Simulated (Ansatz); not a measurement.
Runs of Ansatz 0.2.0 on HfC. Symmetry: Fm-3m, No. 225, cubic system. The conventional cell has a = 4.650 Å, b = 4.650 Å, c = 4.650 Å, α = 90.00°, β = 90.00°, γ = 90.00°. Hf (site symmetry m-3m) has 6 C at 2.32 to 2.33 Å as nearest neighbours. C (site symmetry m-3m) has 6 Hf at 2.32 to 2.33 Å as nearest neighbours. 

| task | level | potentials or basis | spin | cell | k mesh | cutoff (eV) | smearing | points for each segment of the path | mesh quality | gap on the mesh (eV) | pressure (GPa) |
| --- | --- | --- | --- | --- | --- | --- | --- | --- | --- | --- | --- |
| density of states | B3LYP5 | Ansatz PAW | off | as given | 6 × 6 × 6 | 420 | gaussian 0.15 eV | - | coarse | none | 4.5 |
| band structure | RPBE+D3(BJ) | Ansatz PAW | SOC, no magnetisation | as given | 10 × 10 × 10 | 420 | methfessel-paxton 0.1 eV | 14 | not flagged | none | -27.9 |
| relaxation of cell and atoms | m-r2SCAN | Ansatz PAW | off | relaxed | 10 × 10 × 10 | 500 | fermi-dirac 0.1 eV | - | not flagged | none | 0.0 |
| atomic charges | revPBE+D3(BJ)-ATM | PseudoDojo stringent (PBEsol files) | off | as given | 10 × 10 × 10 | 1796 | gaussian 0.1 eV | - | not flagged | none | (a) |
| density of states | PBE0+D3(BJ) | PseudoDojo stringent (PBE files) | off | volume scaled by 1.25 | 5 × 5 × 5 | 1796 | fermi-dirac 0.1 eV | - | coarse | none | -41.6 |

**Question.** Estimate the missing entries.

**Answer.** (a) -4.9.

Caveats: some runs use coarse meshes; the PAW data sets come from PBE, with cores solved anew for the run's functional, which leaves a small shift of forces and pressure (some runs); pairwise dispersion overbinds metals, which lowers pressure and volume (some runs); the thresholds are loose for stress (some runs); the potentials were made for another functional, which shifts forces and pressure (some runs); so large a pressure means that the cell lies far from this level's equilibrium, or that cutoff or potentials fall short (some runs); the plane-wave basis is chosen anew once the cell has moved, so the energies of steps on either side of that aren't comparable (some runs).

A k mesh can miss the band edges, and rows without SOC leave out spin-orbit coupling on Hf.

A gap of «none» marks a metal or a gap under the smearing width.

Runs at the PBE level aren't shown here.
